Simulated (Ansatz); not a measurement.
## ZnS: energy along a strain

ZnS, R3m, a = 3.807 Å, c = 28.062 Å. This isn't the usual stable structure of the compound. Ansatz: r2SCAN, PAW, 500 eV, Γ-centred 6×6×6 mesh on 6 atoms, Gaussian smearing 0.05 eV; no spin polarisation. Cell vectors (Å): 1.904 1.099 9.354; -1.904 1.099 9.354; 0.000 -2.198 9.354. The cell is strained by x per cent times the pattern (1 1 0 0 0 0) in the order xx yy zz yz xz xy (engineering shears), with fractional coordinates held. y is the free energy over the start, V0 = 19.571 Å³/atom.

```
x (%) y (meV/atom)
-4.00             ?
-3.00         25.11
-2.00         10.86
 0.00          0.00
 1.00          2.33
 3.00         20.16
 4.00         34.84
```

Task: Fit y = c1 x + c2 x² + c3 x³ to the other rows, get the stiffness along the pattern, and predict the missing energy.

Result: Least squares on the rows shown. y = −0.11422 x + 2.5158 x² − 0.077758 x³. The clamped-ion stiffness p·C·p = 2 × 25.16 eV × 160.2 / 19.571 Å³ = 412 GPa; c1 is there for the stress left in the start, which by itself gives a slope of -0.09 meV/atom per %. At x = -4.00 the fit asked for gives 45.69 meV/atom. The run gave 46.01 meV/atom, so the fit is 0.32 meV/atom too low, 0.7 % of the span of the series, against an rms of 0.03 meV/atom on the fitted rows. The row lies outside the fitted range. With a term in x⁴ added, a fit to the same known rows predicts 46.01 meV/atom, so most of the miss is curvature that the known rows already hold.

Cost: 7 runs of about 4.4 core-minutes in all, on Arm Neoverse V1 (shared hosts).